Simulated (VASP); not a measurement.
# SnO2 (I4_1/amd) in VASP: a series of runs, part 3 of 3

VASP 6.6.1. Earlier steps stand in the parts before.

## Step 5: Band structure, PBEsol, spin-orbit coupling, no magnetisation

Input file POSCAR:

```
SnO2
1.0
   -2.0000686112      2.0000686112      5.1236788559
    2.0000686112     -2.0000686112      5.1236788559
    2.0000686112      2.0000686112     -5.1236788559
Sn O
2 4
Direct
    0.0000000000      0.0000000000      0.0000000000
    0.7500000000      0.2500000000      0.5000000000
    0.5465225900      0.0465225900      0.5000000000
    0.2034774100      0.2034774100      0.0000000000
    0.9534774100      0.4534774100      0.5000000000
    0.7965225900      0.7965225900      0.0000000000
```

Input file INCAR.step1:

```
ALGO = Normal
EDIFF = 1E-7
ENCUT = 520
GGA = PS
GGA_COMPAT = False
ISIF = 2
ISMEAR = -1
LASPH = True
LCHARG = True
LORBIT = 11
LREAL = False
LSORBIT = True
LWAVE = False
MAGMOM = 0 0 0 0 0 0 0 0 0 0 0 0 0 0 0 0 0 0
NELM = 100
PREC = Accurate
SIGMA = 0.05
```

Input file KPOINTS.step1:

```
k-points
0
Gamma
  5 5 5
```

Input file INCAR.step2:

```
ALGO = Normal
EDIFF = 1E-7
ENCUT = 520
GGA = PS
GGA_COMPAT = False
ICHARG = 11
ISIF = 2
ISMEAR = 0
LASPH = True
LCHARG = False
LORBIT = 11
LREAL = False
LSORBIT = True
LWAVE = False
MAGMOM = 0 0 0 0 0 0 0 0 0 0 0 0 0 0 0 0 0 0
NELM = 100
PREC = Accurate
SIGMA = 0.05
```

Input file KPOINTS.step2:

```
path GXYSGZS1NPY1Z,XP
10
line-mode
reciprocal
 0.0000000000  0.0000000000  0.0000000000  G
-0.5000000000  0.5000000000  0.0000000000  X

-0.5000000000  0.5000000000  0.0000000000  X
-0.5000000000  0.5000000000 -0.0761896521  Y

-0.5000000000  0.5000000000 -0.0761896521  Y
-0.2880948261  0.2880948261 -0.2880948261  S

-0.2880948261  0.2880948261 -0.2880948261  S
 0.0000000000  0.0000000000  0.0000000000  G

 0.0000000000  0.0000000000  0.0000000000  G
 0.5000000000  0.5000000000 -0.5000000000  Z

 0.5000000000  0.5000000000 -0.5000000000  Z
 0.2880948261  0.7119051739 -0.7119051739  S1

 0.2880948261  0.7119051739 -0.7119051739  S1
 0.0000000000  0.5000000000 -0.5000000000  N

 0.0000000000  0.5000000000 -0.5000000000  N
-0.2500000000  0.7500000000 -0.2500000000  P

-0.2500000000  0.7500000000 -0.2500000000  P
 0.0761896521  0.9238103479 -0.5000000000  Y1

 0.0761896521  0.9238103479 -0.5000000000  Y1
 0.5000000000  0.5000000000 -0.5000000000  Z

-0.5000000000  0.5000000000  0.0000000000  X
-0.2500000000  0.7500000000 -0.2500000000  P
```

Potentials or basis: VASP PAW PBE potentials, release 64 (Sn_d, O).

On the command line:

```bash
> cat potpaw_PBE.64/Sn_d/POTCAR potpaw_PBE.64/O/POTCAR > POTCAR
> cp INCAR.step1 INCAR
> cp KPOINTS.step1 KPOINTS
> mpirun -np 1 vasp_ncl > vasp.out
> cp INCAR.step2 INCAR
> cp KPOINTS.step2 KPOINTS
> mpirun -np 1 vasp_ncl > vasp.out
```

Run time: 41 min. Hardware: 1 thread of Intel Xeon Platinum 8259CL at 2.50GHz (Skylake/Cascade Lake), shared host; peak memory 1.2 GiB.

Caveat: the k mesh is coarse (spacing up to 0.44 Å⁻¹), so the values aren't converged; the log is that of the step along the path at fixed density, whose energy, stress, charges and moments have no meaning.

## Step 6: Band structure, RPBE

POSCAR is that of step 5.

Input file INCAR.step1:

```
SYSTEM = SnO2
PREC = Accurate
ENCUT = 520
EDIFF = 1E-6
ISMEAR = -1
SIGMA = 0.05
LREAL = .False.
LASPH = .True.
NELM = 100
ALGO = Normal
ISIF = 2
LWAVE = .False.
LCHARG = .True.
GGA = RP
```

Input file KPOINTS.step1:

```
Automatic mesh
0
Gamma
  9 9 9
  0 0 0
```

Input file INCAR.step2:

```
SYSTEM = SnO2
PREC = Accurate
ENCUT = 520
EDIFF = 1E-6
ISMEAR = 0
SIGMA = 0.05
LREAL = .False.
LASPH = .True.
NELM = 100
ALGO = Normal
ISIF = 2
LWAVE = .False.
LCHARG = .False.
GGA = RP
ICHARG = 11
```

Changes to KPOINTS.step2 since step 5:

```diff
@@ -1,3 +1,3 @@
 path GXYSGZS1NPY1Z,XP
-10
+15
 line-mode
```

Potentials or basis: VASP PAW PBE potentials, release 64 (Sn_d, O).

On the command line:

```bash
> cat potpaw_PBE.64/Sn_d/POTCAR potpaw_PBE.64/O/POTCAR > POTCAR
> cp INCAR.step1 INCAR
> cp KPOINTS.step1 KPOINTS
> mpirun -np 1 vasp_std > vasp.out
> cp INCAR.step2 INCAR
> cp KPOINTS.step2 KPOINTS
> mpirun -np 1 vasp_std > vasp.out
```

It took 11 min on 1 thread of Intel Xeon Platinum 8259CL at 2.50GHz (Skylake/Cascade Lake), shared host; peak memory 0.53 GiB.

It converged, with:

- Band gap on the k mesh: 1.74 eV, indirect (least direct gap 2.12 eV)
- Band gap along the path: 1.74 eV, indirect (least direct gap 2.12 eV)

Levels at the corners of the path, in eV from the valence-band top:
| point | band 24 | band 25 | band 26 | band 27 | band 28 | band 29 |
| --- | --- | --- | --- | --- | --- | --- |
| Γ | -0.65 | -0.38 | -0.38 | 1.74 | 5.64 | 9.76 |
| X | -0.79 | -0.04 | -0.04 | 7.45 | 7.45 | 7.86 |
| X | -0.79 | -0.04 | -0.04 | 7.45 | 7.45 | 7.86 |
| Y | -0.56 | -0.07 | -0.07 | 6.94 | 6.94 | 8.18 |
| Y | -0.56 | -0.07 | -0.07 | 6.94 | 6.94 | 8.18 |
| S | -0.66 | -0.42 | -0.41 | 4.98 | 6.29 | 7.87 |
| S | -0.66 | -0.42 | -0.41 | 4.98 | 6.29 | 7.87 |
| Γ | -0.65 | -0.38 | -0.38 | 1.74 | 5.64 | 9.76 |
| Γ | -0.65 | -0.38 | -0.38 | 1.74 | 5.64 | 9.76 |
| Z | -1.00 | -0.28 | -0.28 | 4.33 | 4.33 | 8.01 |
| Z | -1.00 | -0.28 | -0.28 | 4.33 | 4.33 | 8.01 |
| S1 | -0.66 | -0.42 | -0.41 | 4.98 | 6.29 | 7.87 |
| S1 | -0.66 | -0.42 | -0.41 | 4.98 | 6.29 | 7.87 |
| N | -0.75 | -0.55 | -0.37 | 5.06 | 6.33 | 8.15 |
| N | -0.75 | -0.55 | -0.37 | 5.06 | 6.33 | 8.15 |
| P | -0.67 | 0.00 | 0.00 | 7.40 | 7.40 | 8.17 |
| P | -0.67 | 0.00 | 0.00 | 7.40 | 7.40 | 8.17 |
| Y1 | -0.56 | -0.07 | -0.07 | 6.94 | 6.94 | 8.18 |
| Y1 | -0.56 | -0.07 | -0.07 | 6.94 | 6.94 | 8.18 |
| Z | -1.00 | -0.28 | -0.28 | 4.33 | 4.33 | 8.01 |
| X | -0.79 | -0.04 | -0.04 | 7.45 | 7.45 | 7.86 |
| P | -0.67 | 0.00 | 0.00 | 7.40 | 7.40 | 8.17 |

Caveat: the log is that of the step along the path at fixed density, whose energy, stress, charges and moments have no meaning; spin-orbit coupling is left out, which moves the levels of the heavy elements.

## Step 7: Summary

```tsv
task	level	potentials or basis	spin	k mesh	cutoff (eV)	smearing	ladder	GW scheme	GW iterations	cutoff of the response function	frequency points	mesh quality	gap on the mesh (eV)
G0W0 quasiparticle levels	LDA	VASP PAW LDA potentials, release 64 (Sn_d_GW, O_GW)	off	4 × 4 × 4	500	gaussian 0.01 eV	free	G0W0	1	150	50	coarse	-
evGW0 quasiparticle levels	LDA	VASP PAW LDA potentials, release 64 (Sn_d_GW, O_GW)	off	4 × 4 × 4	500	gaussian 0.01 eV	free	evGW0	4	150	50	coarse	-
dielectric tensor	LDA	VASP PAW LDA potentials, release 64 (Sn_d, O)	off	10 × 10 × 10	520	gaussian 0.02 eV	free	-	-	-	-	not flagged	1.52
band structure	PBEsol	VASP PAW PBE potentials, release 64 (Sn_d, O)	SOC, no magnetisation	5 × 5 × 5	520	fermi-dirac 0.05 eV	-	-	-	-	-	coarse	-
band structure	RPBE	VASP PAW PBE potentials, release 64 (Sn_d, O)	off	9 × 9 × 9	520	fermi-dirac 0.05 eV	-	-	-	-	-	not flagged	1.74
```

Alike in all rows: cell as given.

Caveats: some runs use coarse meshes; spin-orbit coupling is left out, which moves the levels of the heavy elements (some runs); bands, screening cutoff and mesh are small and nothing is extrapolated, so the quasiparticle values aren't converged (some runs).

Total energies depend on the potentials used, so only differences within one code and one set of settings carry meaning.
